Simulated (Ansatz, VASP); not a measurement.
# Two plane-wave programs on Ru

Contents of INCAR:

```
SYSTEM = Ru
ALGO = Fast ; EDIFF = 1E-7
ENCUT = 520 ; GGA = PE
ISIF = 2 ; ISMEAR = 0
LASPH = .TRUE. ; LCHARG = .FALSE.
LREAL = .FALSE. ; LWAVE = .FALSE.
NBANDS = 13 ; NELM = 80
PREC = Accurate ; SIGMA = 0.15
```

The input KPOINTS:

```
k-points
0
G
  22 22 22
  0 0 0
```

File POSCAR:

```
Ru
1.0
    0.0000000000      1.8880131786      1.8880131786
    1.8880131786      0.0000000000      1.8880131786
    1.8880131786      1.8880131786      0.0000000000
Ru
1
Direct
    0.0000000000      0.0000000000      0.0000000000
```

Input for Ansatz:

```yaml
crystal:
  lattice:
    - [0.0, 1.8880131786, 1.8880131786]
    - [1.8880131786, 0.0, 1.8880131786]
    - [1.8880131786, 1.8880131786, 0.0]
  atoms:
    - { symbol: Ru, position: [0.0, 0.0, 0.0] }
basis:
  ecutwfc: 420
kpoints:
  mp_grid: { grid: [22, 22, 22] }
hamiltonian:
  xc: pbe
scf:
  occupations: { method: gaussian, width: 0.15 }
output:
  forces: true
  stress: true
  eigenvalues: true
```

Alike in both runs: task single point; functional PBE; k mesh 22 × 22 × 22; occupations gaussian, width 0.15 eV; no spin polarisation.

|  | VASP | Ansatz |
| --- | --- | --- |
| version | VASP 6.6.1 | Ansatz 0.2.0 |
| potentials or method | VASP PAW PBE potentials, release 64 (Ru_pv) | scalar-relativistic, plane waves, PAW |
| plane-wave cutoff (eV) | 520 | 420 |
| valence electrons in the cell | 14 | 16 |

Ansatz gave:

```
gap on the k mesh at the Fermi level (eV) : none
pressure (GPa)                            : 9.0
```

Task: Estimate VASP's values.

Result: gap on the k mesh at the Fermi level (eV): none; pressure (GPa): 8.9.

A gap of «none» marks a metal or a gap that the smearing closes. The functional is the same, so the differences come from potentials, cutoffs and numerics. The two sets of potentials don't hold the same shells in valence.
